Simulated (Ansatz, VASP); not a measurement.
# InSe: VASP beside Ansatz, part 2 of 2

Wanted: the spread between two codes on one cell, functional and k mesh. The cell is taken from a series of VASP runs on this material, whose earlier steps may have relaxed, scaled or displaced it; both programs get it as it stands.

VASP 6.6.1 and Ansatz 0.2.0.

So far: The structure; Ansatz: relaxation of cell and atoms, PBEsol; VASP: relaxation of cell and atoms, PBEsol.

## Step 3: VASP: relaxation of cell and atoms, PBEsol (continued)

Level of this step: PBEsol; plane waves and PAW (In_d, Se) (VASP).

Numbers of over 12 decimals in the logs are rounded to 6 here.

OUTCAR, selected parts (step 3):

```text
ion  position               nearest neighbor table
   1  0.889  0.889  0.889-   3 2.63   3 2.63   3 2.63   2 2.82
   2  0.000  0.000  0.000-   4 2.64   4 2.64   4 2.64   1 2.82
   3  0.172  0.172  0.172-   1 2.63   1 2.63   1 2.63
   4  0.383  0.383  0.383-   2 2.64   2 2.64   2 2.64

  LATTYP: Found a trigonal (rhomboedric) cell.
 ALAT       =     8.7502533297
 COS(alpha) =     0.8955162542

 Subroutine GETGRP returns: Found  6 space group operations
 (whereof  6 operations were pure point group operations)

The static configuration has the point symmetry C_3v.

 Found     32 irreducible k-points:

   k-points           NKPTS =     32   k-points in BZ     NKDIM =     32   number of bands    NBANDS=     25

   dimension x,y,z NGX =    64 NGY =   64 NGZ =   64
   dimension x,y,z NGXF=   128 NGYF=  128 NGZF=  128

   ENCUT  =  450.0 eV  33.07 Ry    5.75 a.u.  15.14 15.14 15.14*2*pi/ulx,y,z

   NELECT =      38.0000    total number of electrons

 k-points in reciprocal lattice and weights: Automatic mesh
   0.00000000  0.00000000  0.00000000       0.005
   0.16666667 -0.00000000  0.00000000       0.028
   0.33333333 -0.00000000  0.00000000       0.028
   0.50000000 -0.00000000  0.00000000       0.014
   0.16666667  0.16666667  0.00000000       0.028
   0.33333333  0.16666667  0.00000000       0.056
   0.50000000  0.16666667  0.00000000       0.056
  -0.33333333  0.16666667 -0.00000000       0.056
  -0.16666667  0.16666667  0.00000000       0.028
[...]
-0.33333333  0.50000000  0.33333333       0.028
   0.50000000  0.50000000  0.50000000       0.005

 average (electrostatic) potential at core
       1 -97.0629       2 -97.0633       3 -54.0798       4 -54.0798

 E-fermi :   4.1205

 k-point     1 :       0.0000    0.0000    0.0000
  band No.  band energies     occupation
    ...
     15       2.3816      2.00000
     16       2.6359      2.00000
     17       2.6359      2.00000
     18       2.7222      2.00000
     19       2.7222      2.00000
     20       5.5414      0.00000
     21       5.9132      0.00000
     22       8.2106      0.00000
     23       8.2106      0.00000
     24       9.1477      0.00000
    ...

 k-point     2 :       0.1667   -0.0000    0.0000
  band No.  band energies     occupation
    ...
     15       1.1984      2.00000
     16       2.1012      2.00000
     17       2.3149      2.00000
     18       2.4422      2.00000
     19       2.8636      2.00000
     20       6.0061      0.00000
     21       6.5580      0.00000
     22       7.5438      0.00000
     23       8.4319      0.00000
     24       8.4436      0.00000
    ...

 k-point     3 :       0.3333   -0.0000    0.0000
  band No.  band energies     occupation
    ...
     15       0.0959      2.00000
     16       1.8159      2.00000
     17       1.8309      2.00000
     18       1.9296      2.00000
     19       2.7055      2.00000
     20       5.3566      0.00000
     21       5.9183      0.00000
     22       7.6441      0.00000
     23       8.0770      0.00000
     24       8.6206      0.00000
    ...

  Total       -0.0026056     -0.0026056      0.0066313      0.0000000     -0.0000000      0.0000000
  in kB       -0.0355468     -0.0355468      0.0904677      0.0000000     -0.0000000      0.0000000
  external PRESSURE =       0.0064581 kB  Pullay stress =       0.0000000 kB

  energy-cutoff  :      450.00
  volume of cell :      117.44
      direct lattice vectors                 reciprocal lattice vectors
     2.006822021  1.158639234  8.417961650     0.249150146  0.143846904  0.039597868
    -2.006822021  1.158639234  8.417961650    -0.249150146  0.143846904  0.039597868
     0.000000000 -2.317278469  8.417961650     0.000000000 -0.287693808  0.039597868

 POSITION                                       TOTAL-FORCE (eV/Angst)
 -----------------------------------------------------------------------------------
      0.00000      0.00000     22.45939         0.000000     -0.000000      0.001175
      0.00000      0.00000     25.23653         0.000000      0.000000     -0.000225
      0.00000      0.00000      4.34688         0.000000      0.000000     -0.001728
      0.00000      0.00000      9.67770         0.000000     -0.000000      0.000778
 -----------------------------------------------------------------------------------
    total drift:                                0.000000      0.000000      0.000370

  FREE ENERGIE OF THE ION-ELECTRON SYSTEM (eV)
  ---------------------------------------------------
  free  energy   TOTEN  =       -15.5890512576 eV

  energy  without entropy=      -15.5890512576  energy(sigma->0) =      -15.58905126

 reached required accuracy - stopping structural energy minimisation

 total charge
# of ion       s       p       d       tot
------------------------------------------
    1        0.859   0.674   9.885  11.417
    2        0.858   0.673   9.885  11.416
    3        1.474   2.323   0.023   3.820
    4        1.475   2.322   0.023   3.820
--------------------------------------------------
tot          4.666   5.993  19.815  30.474

[... 3 further parts left out ...]
```

CONTCAR:

```
InSe
   1.00000000000000
     2.0068220213428178    1.1586392342589049    8.4179616500517120
    -2.0068220213428178    1.1586392342589049    8.4179616500517120
     0.0000000000000000   -2.3172784685178098    8.4179616500517120
  In              Se
     2     2
Direct
     0.8893438952271060    0.8893438952271060    0.8893438952271060
     0.9993128546168055    0.9993128546168055    0.9993128546168055
     0.1721270187874719    0.1721270187874719    0.1721270187874719
     0.3832162313686119    0.3832162313686119    0.3832162313686119
```

The run keeps the 6 symmetry operations of its start, so it cannot find a distortion of lower symmetry.

## Step 4: Differences

Known differences besides the potentials themselves: both relaxations stop at a tolerance, which leaves soft axes loose, and VASP keeps its plane-wave basis; the data sets hold 58 valence electrons in Ansatz (default PAW (the set named soft_2) files) and 38 in VASP; the cutoff is 420 eV in Ansatz and 450 eV in VASP; Ansatz makes its cores anew for this functional, VASP keeps those of its PBE data sets; VASP leaves aspherical gradient terms in its spheres out (LASPH is not set), Ansatz keeps them; Ansatz adds a Pulay correction to the stress that steers its cell, VASP none. Total energies have different zeros and are not compared.

Compared:

| quantity | Ansatz | VASP | difference |
| --- | --- | --- | --- |
| volume (Å³) | 117.28 | 117.44 | -0.14 % |
| edge a after relaxation, in the typed setting (Å) | 8.726 | 8.731 | -0.05 % |

The walks stopped with -0.01 GPa left in Ansatz and 0.00 GPa in VASP; each walk ends within a tolerance, so the volume difference is uncertain by about these residues over the bulk modulus, most in soft cells.

## Step 5: Outcome

| Quantity | Value |
| --- | --- |
| difference in volume (relaxation of cell and atoms, PBEsol) | -0.14 % |

**Reading.** The difference in volume is -0.14 % (relaxation of cell and atoms, PBEsol), within the 1.2 % picked in this series as the mark of a large difference, as far as the stopping tolerances let one tell. Such differences can come from data sets, numerical settings and the points named under the comparisons, not from the functional's error against experiment.

[Lines on the potential files, build, host, timing and source positions are cut from VASP's logs without a mark.]

[Logs are printed without paths, hosts, clocks, repeated set-up lines and the standing remarks that a program may print on its own settings, such as how far it seeks lower states.]

[Hosts, paths, dates, database ids (printed as entryN), source tags and the programs' standing remarks are cut or masked in the printed files.]
